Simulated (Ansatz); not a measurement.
Relaxed-ion elastic tensor of CsBr (CsCl type, Pm-3m) in GPa (Voigt order), r²SCAN in the plane-wave PAW code Ansatz; density 4.37 g/cm³, 40.41 Å³ per atom.

```
30.5   7.9   7.9   0.0   0.0   0.0
 7.9  30.5   7.9   0.0   0.0   0.0
 7.9   7.9  30.5   0.0   0.0   0.0
 0.0   0.0   0.0   8.1   0.0   0.0
 0.0   0.0   0.0   0.0   8.1   0.0
 0.0   0.0   0.0   0.0   0.0   8.1
```

Question: Is the crystal mechanically stable?

Answer: Yes: the smallest eigenvalue of C is 8.1 GPa.

Question: Work out the Voigt, Reuss and Hill averages.

Answer: K_V = 15.4, K_R = 15.4, K_H = 15.4; G_V = 9.4, G_R = 9.1, G_H = 9.2 GPa.

Question: Give Young's modulus, Poisson's ratio, Pugh's ratio and the universal anisotropy index.

Answer: E = 9KG/(3K + G) = 23.1 GPa; ν = 0.25; K/G = 1.67 (near the Pugh limit of 1.75, no verdict); A_U = 5G_V/G_R + K_V/K_R − 6 = 0.14.

Question: Estimate the sound speeds and the Debye temperature.

Answer: v_l = √((K + 4G/3)/ρ) = 2520 m/s, v_t = √(G/ρ) = 1450 m/s, mean 1610 m/s; Θ = (h/k)(3n/4πV)^(1/3) v_m = 140 K.

Question: Give the Zener ratio and Young's modulus along [100], [110] and [111].

Answer: A = 2C44/(C11 − C12) = 0.72; 1/E = S11 − 2(S11 − S12 − S44/2)Γ with Γ = 0, 1/4, 1/3 gives 27.2, 22.0, 20.6 GPa.

Question: Solve the Christoffel equation for the three sound speeds along [100], [110], [111].

Answer: Eigenvalues of C_ijkl n_j n_l equal ρv². In km/s, slowest first: [100] 1.36, 1.36, 2.64; [110] 1.36, 1.61, 2.50; [111] 1.53, 1.53, 2.45.

The cell was relaxed with r²SCAN under the symmetry of its start; phonons on a q-mesh show no instability. Spin–orbit coupling is left out wherever it is not named.

Potentials: the later of the program's two PAW sets.
